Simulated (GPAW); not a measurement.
# Ti (P6_3/mmc) in GPAW: a series of runs

Runs on Ti. Level: PBE. Tasks: single point.

Program: GPAW 26.7.0. These are calculated values, not measurements. Logs are shortened: lines on timing, memory, paths and dates and some standing lists are left out, and cuts for length are marked. The log counts tension as positive stress, the text compression.

## Step 1: The structure

Symmetry: P6_3/mmc, No. 194, hexagonal system. The conventional cell has a = 2.950 Å, b = 2.950 Å, c = 4.680 Å, α = 90.00°, β = 90.00°, γ = 120.00°. Ti (site symmetry -6m2) has 12 Ti at 2.89 to 2.95 Å as nearest neighbours.

## Step 2: Single point, PBE

Input file run.py:

```python
from ase.dft.bandgap import bandgap
from ase.io import read, write
from ase.units import GPa
from gpaw import GPAW, PW

atoms = read('POSCAR')

calc = GPAW(mode=PW(600),
            xc='PBE',
            kpts={'size': (10, 10, 6), 'gamma': True},
            occupations={'name': 'methfessel-paxton', 'order': 0, 'width': 0.020999999999999998},
            nbands=24,
            convergence={'density': 1e-05, 'energy': 1e-05},
            maxiter=150,
            txt='gpaw.txt')
atoms.calc = calc
energy = atoms.get_potential_energy()
forces = atoms.get_forces()
stress = atoms.get_stress()
calc.write('gs.gpw')
write('result.traj', atoms)
print(f'Energy: {energy:.6f} eV')
print('Forces (eV/A):')
print(forces.round(4))
print('Stress (GPa):', (stress / GPa).round(3))
print('Fermi level:', round(calc.get_fermi_level(), 4), 'eV')
print(f'Gap: {bandgap(calc)[0]:.4f} eV, direct: {bandgap(calc, direct=True)[0]:.4f} eV')
```

Input file POSCAR:

```
Ti
1.0
    2.9500000000      0.0000000000      0.0000000000
   -1.4750000000      2.5547749412      0.0000000000
    0.0000000000      0.0000000000      4.6800000000
Ti
2
Direct
    0.6666666667      0.3333333333      0.7500000000
    0.3333333333      0.6666666667      0.2500000000
```

Potentials or basis: GPAW PAW data sets (gpaw-data 1.2.1), pw.

Started as:

```sh
$ OMP_NUM_THREADS=1 python run.py
```

gpaw.txt:

```text
__  _  _
 | _ |_)|_||  |
 |__||  | ||/\| - 26.7.0

Input parameters:
  mode=PW(ecut=600.0),
  convergence={'density': 1e-05, 'energy': 1e-05},
  kpts=MonkhorstPack(size=(10, 10, 6), gamma=True),
  maxiter=150,
  nbands=24,
  occupations=Occupations(name='methfessel-paxton', order=0, width=0.020999999999999998),
  xc=XC(name='PBE')

Diagonalizing LCAO Hamiltonian
Converting LCAO to pw mode

          Ti

        Ti

Atoms  # Å, Bohr magnetons
|   | symbol |         x |        y |        z |    initial magnetic moments |
|---|--------|-----------|----------|----------|-----------------------------|
| 0 |     Ti |  1.475000 | 0.851592 | 3.510000 | ( 0.0000,  0.0000,  0.0000) |
| 1 |     Ti | -0.000000 | 1.703183 | 1.170000 | ( 0.0000,  0.0000,  0.0000) |

Unit cell  # Å
| periodic |         x |        y |        z |  lengths |     angles |
|----------|-----------|----------|----------|----------|------------|
|      yes |  2.950000 | 0.000000 | 0.000000 | 2.950000 |  90.000000 |
|      yes | -1.475000 | 2.554775 | 0.000000 | 2.950000 |  90.000000 |
|      yes |  0.000000 | 0.000000 | 4.680000 | 4.680000 | 120.000000 |

Number of symmetries: 12
Symmetry operations  # r_c * U_cc + t_c -> r_c
|    | kind |            matrix            |
|----|------|------------------------------|
|  0 |  σ   |  1, 1, 0,  0,-1, 0,  0, 0, 1 |
|  1 |  S6  |  1, 1, 0, -1, 0, 0,  0, 0,-1 |
|  2 |  E   |  1, 0, 0,  0, 1, 0,  0, 0, 1 |
|  3 |  C2  |  1, 0, 0, -1,-1, 0,  0, 0,-1 |
|  4 |  C2  |  0, 1, 0,  1, 0, 0,  0, 0,-1 |
|  5 |  C3  |  0, 1, 0, -1,-1, 0,  0, 0, 1 |
|  6 |  S6  |  0,-1, 0,  1, 1, 0,  0, 0,-1 |
|  7 |  σ   |  0,-1, 0, -1, 0, 0,  0, 0, 1 |
|  8 |  σ   | -1, 0, 0,  1, 1, 0,  0, 0, 1 |
|  9 |  i   | -1, 0, 0,  0,-1, 0,  0, 0,-1 |
| 10 |  C3  | -1,-1, 0,  1, 0, 0,  0, 0, 1 |
| 11 |  C2  | -1,-1, 0,  0, 1, 0,  0, 0,-1 |

BZ-sampling:
  Number of BZ points: 600
  Number of IBZ points: 72

  Monkhorst-Pack size: [10, 10, 6]
  Monkhorst-Pack shift: [0.05, 0.05, 0.08333333333333333]

K-points  # in reciprocal-cell coordinates
|     |                                coordinates |     weight |
|-----|--------------------------------------------|------------|
|   0 | (  0.00000000,   0.00000000,   0.00000000) | 0.00166667 |
|   1 | (  0.00000000,   0.00000000,   0.16666667) | 0.00333333 |
|   2 | (  0.00000000,   0.00000000,   0.33333333) | 0.00333333 |
|   3 | (  0.00000000,   0.00000000,   0.50000000) | 0.00166667 |
|   4 | (  0.10000000,   0.00000000,  -0.33333333) | 0.01000000 |
|   5 | (  0.10000000,   0.00000000,  -0.16666667) | 0.01000000 |
|   6 | (  0.10000000,   0.00000000,   0.00000000) | 0.01000000 |
|   7 | (  0.10000000,   0.00000000,   0.16666667) | 0.01000000 |
|   8 | (  0.10000000,   0.00000000,   0.33333333) | 0.01000000 |
|   9 | (  0.10000000,   0.00000000,   0.50000000) | 0.01000000 |
| ... |                                            |            |
|  71 | (  0.50000000,   0.50000000,   0.50000000) | 0.00500000 |

Plane wave coefficients: 1194
Cutoff: 600.0 eV

Spin-components: 1 (collinear spins)
Bands:           24
Projectors:      12
Spin-degeneracy: 2
Datatype:        complex128

Parallelization:
  kpt:    1
  domain: 1
  band:   1

Density:
  Valence electrons: 24.0
  Components: 1
  Grid points: [18 18 27]
  Charge: 0.0  # |e|

Potential:
  Grid points: [18 18 27]

species:
  Ti:
    name:    Titanium
    Z:       22.0
    valence: 12
    core:    10
    charge:  0.0  # [|e|]
    compensation charges:
      type: gauss
      rc: 0.38  # [Å]
      lmax: 2
    cutoffs:
      filter: 2.23  # [Å]
      core: 1.02  # [Å]
    projectors
    | kind |    occ | energy [eV] | rcut [Å] |
    |------|--------|-------------|----------|
    |   3s |  2.000 |     -62.623 |    1.270 |
    |   4s |  2.000 |      -4.466 |    1.270 |
    |   3p |  6.000 |     -38.862 |    1.058 |
    |   4p |  0.000 |      -1.466 |    1.058 |
    |   3d |  2.000 |      -4.258 |    1.058 |
    |    d |        |      22.953 |    1.058 |

    Using partial waves for Ti as LCAO basis

Reference energy: -46448.028563  # eV

eigensolver:
  PPCG
  Converge bands: occupied
  niter=2

density mixing:
  MSR1-Mixer
  Pratt-step length: 0.05
  Maximum mixing coefficient: 0.75
  Old densities: 10
  SVD Regularization: 0.005
  Good broyden scale: 1.0
  Trust region scale: 1.0
  Backstep threshold: 4.0
  History deletion threshold: 6.0
  Fourier metric: weight=20.0, sigma=0.015

occupation numbers:
  Methfessel-Paxton:
    width: 0.0210  # eV
    order: 0

poisson solver:
  ecut: 4800.0  # eV

xc functional:
  name: PBE with 2 nearest neighbor stencil

convergence criteria:
- Maximum integral of absolute [dens]ity change: 1e-05 electrons / valence electron
- Maximum [total energy] change in last 3 cyles: 1e-05 eV / valence electron
- Maximum integral of absolute [eigenst]ate change: 4e-08 eV^2 / valence electron
maximum number of iterations: 150

SCF iterations
|iter     | |      energy | eigst |  dens |
|---------|-|-------------|-------|-------|
|iter:   1| |  -13.833046 | -0.12 |       |
|iter:   2| |  -13.716181 | -2.56 | -1.21 |
|iter:   3| |  -13.330032 | -1.34 | -1.26 |
|iter:   4| |  -13.334316 | -3.37 | -1.94 |
|iter:   5| |  -13.336525 | -3.76 | -2.26 |
|iter:   6| |  -13.336562 | -5.57 | -3.31 |
|iter:   7| |  -13.336569c| -6.33 | -3.79 |
|iter:   8| |  -13.336569c| -7.65c| -4.48 |
|iter:   9| |  -13.336569c| -7.44c| -4.84 |
|iter:  10| |  -13.336569c| -8.23c| -5.70c|

Converged in 10 steps
Energy contributions relative to reference atoms: (reference = -46448.028563)

Energy contributions:
  Kinetic:          10.224723
  Coulomb:         -10.411429
  Zero:              0.049069
  External:          0.000000
  Xc:              -13.198537
  Entropy:          -0.000790
  Spinorbit:         0.000000
  ----------------------------
  Free energy:     -13.336964
  Extrapolated:    -13.336569

dipole moment: (0.000000, 0.000000, 0.000000)  # |e|*Ang

Fermi level: 8.345
Eigenvalues  # (at kpt = [0.000, 0.000, 0.000])
| band index |      eig [eV] | occ [0-2] |
|------------|---------------|-----------|
|          0 |       -48.490 |     2.000 |
|        ... |               |           |
|          2 |       -25.082 |     2.000 |
|          3 |       -24.468 |     2.000 |
|          4 |       -24.468 |     2.000 |
|          5 |       -24.410 |     2.000 |
|          6 |       -24.372 |     2.000 |
|          7 |       -24.372 |     2.000 |
[... 8 lines left out ...]
|         16 |         9.975 |     0.000 |
|         17 |         9.975 |     0.000 |
|        ... |               |           |
|         23 |        25.641 |     0.000 |

No gap
No difference between direct/indirect transitions

Forces  # eV/Ang
|       x |       y |        z |
|---------|---------|----------|
| 0.00000 | 0.00000 | -0.00004 |  # Ti   0
| 0.00000 | 0.00000 |  0.00004 |  # Ti   1

Stress tensor  # eV/Ang^3
|        x |        y |        z |
|----------|----------|----------|
| 0.011773 | 0.000000 | 0.000000 |
| 0.000000 | 0.011773 | 0.000000 |
| 0.000000 | 0.000000 | 0.013612 |

# Writing to gs.gpw (mode='')
```

Run time: 42 s. Hardware: 1 thread of Arm Neoverse V1, shared host; peak memory 0.18 GiB.

Results:

* Free energy: -13.3370 eV
* Pressure: -2.0 GPa
* Band gap on the k mesh: none (metal or under the smearing width)

Stress tensor (GPa, compression positive):
```
-1.89  0.00  0.00
 0.00 -1.89  0.00
 0.00  0.00 -2.18
```

## Step 3: Single point, PBE

Edit run.py of step 2 so:

```diff
@@ -10,3 +10,3 @@
             kpts={'size': (10, 10, 6), 'gamma': True},
-            occupations={'name': 'methfessel-paxton', 'order': 0, 'width': 0.020999999999999998},
+            occupations={'name': 'methfessel-paxton', 'order': 0, 'width': 0.022},
             nbands=24,
```

POSCAR is that of step 2.

Potentials or basis: GPAW PAW data sets (gpaw-data 1.2.1), pw.

Started as:

```sh
$ OMP_NUM_THREADS=1 python run.py
```

Wall time 43 s (1 thread of Arm Neoverse V1, shared host); peak memory 0.18 GiB.

Results (log left out):

```yaml
Free_energy: -13.3370 eV
Pressure: -2.0 GPa
Band_gap_on_the_k_mesh: none (metal or under the smearing width)
```

Stress tensor (GPa, compression positive):
```
-1.89  0.00  0.00
 0.00 -1.89  0.00
 0.00  0.00 -2.18
```

Levels at points of the mesh, in eV from the Fermi level:
```csv
k point,band 9,band 10,band 11,band 12,band 13,band 14,band 15,band 16
"(0.00, 0.00, 0.00)",-6.12,-2.62,0.72,0.79,0.79,0.89,1.28,1.28
"(0.00, 0.00, 0.50)",-4.30,-4.30,0.10,0.10,0.70,0.70,0.70,0.70
"(0.50, 0.50, 0.00)",-2.30,-2.09,-1.79,-0.62,0.51,0.63,1.17,3.31
"(0.50, 0.50, 0.50)",-2.48,-2.48,-0.78,-0.78,1.30,1.30,1.73,1.73
```
